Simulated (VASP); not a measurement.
As2Pt (Sperrylite), 12 atoms in the cell. Symmetry: Pa-3, No. 205, cubic system. Conventional cell: a = 6.068 Å, b = 6.068 Å, c = 6.068 Å, α = 90.00°, β = 90.00°, γ = 90.00°. As (site symmetry 3) is surrounded by 1 As at 2.46 Å and 3 Pt at 2.53 Å. Around Pt (site symmetry -3) lie 6 As at 2.53 Å.  The cell isn't the ideal one: a relaxed cell with its volume scaled by 1.06.

* Program: VASP 6.6.1
* Task: relaxation of the atoms
* Functional: LDA
* Potentials or basis: VASP PAW LDA potentials, release 64 (As, Pt)
* Cutoff: 600 eV
* k mesh: 6 × 6 × 6
* Occupations: gaussian, width 0.03 eV
* Spin: no spin polarisation
* Further INCAR settings: ALGO = Normal; EDIFF = 1e-07; IBRION = 2; EDIFFG = -0.01; NSW = 40

Potentials or basis: VASP PAW LDA potentials, release 64 (As, Pt).

Launch:

```console
$ cat potpaw_LDA.64/As/POTCAR potpaw_LDA.64/Pt/POTCAR > POTCAR
$ mpirun -np 4 vasp_std > vasp.out
```

Hardware: 4 MPI ranks on AMD EPYC 9R45 96-Core Processor (Zen 5) (shared host).

Task: How long does it take, and how much memory?

Result: Wall time 69 s on 4 MPI ranks on AMD EPYC 9R45 96-Core Processor (Zen 5), on a shared host, peak memory 0.41 GiB a rank. Counts: scf iterations 25, k points 24, ion steps 3.
